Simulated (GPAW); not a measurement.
A run of GPAW 26.7.0:

Contents of run.py:

```python
from ase import Atoms
from ase.dft.bandgap import bandgap
from ase.io import write
from ase.units import Bohr, GPa
from gpaw import GPAW, PW, setup_paths
from gpaw.elf import elf_from_dft_calculation

setup_paths.insert(0, '.')

atoms = Atoms(['Ge'],
              cell=[[1.397149, -2.600516, 0.0],
                    [1.397149, 2.600516, 0.0],
                    [0.0, 0.0, 2.698231]],
              scaled_positions=[[0.5, 0.5, 0.0]],
              pbc=True)

calc = GPAW(mode=PW(600),
            xc='PBEsol',
            kpts={'size': (11, 11, 10), 'gamma': True},
            occupations={'name': 'fermi-dirac', 'width': 0.05},
            nbands=8,
            convergence={'density': 1e-05, 'energy': 1e-05},
            maxiter=150,
            txt='gpaw.txt')
atoms.calc = calc
energy = atoms.get_potential_energy()
forces = atoms.get_forces()
stress = atoms.get_stress()
calc.write('gs.gpw')
write('result.traj', atoms)
print(f'Energy: {energy:.6f} eV')
print('Forces (eV/A):')
print(forces.round(4))
print('Stress (GPa):', (stress / GPa).round(3))
print('Fermi level:', round(calc.get_fermi_level(), 4), 'eV')
print(f'Gap: {bandgap(calc)[0]:.4f} eV, direct: {bandgap(calc, direct=True)[0]:.4f} eV')

# fields on the real-space grid
write('density.cube', atoms, data=calc.get_pseudo_density() * Bohr**3)
write('potential.cube', atoms, data=calc.get_electrostatic_potential())
write('elf.cube', atoms, data=elf_from_dft_calculation(calc).data)
```

Potentials or basis: PAW data sets generated in the run's folder for this functional, pw.

Launch:

```console
$ gpaw-setup -f PBEsol Ge
$ OMP_NUM_THREADS=1 python run.py
```

Hardware: 1 thread of Arm Neoverse V2, on a shared host.

Estimate the wall time of this run.

Run time: 16 s on 1 thread of Arm Neoverse V2, on a shared host, peak memory 0.16 GiB. Counts: scf iterations 8, plane waves 671, bands 8, k points 216.
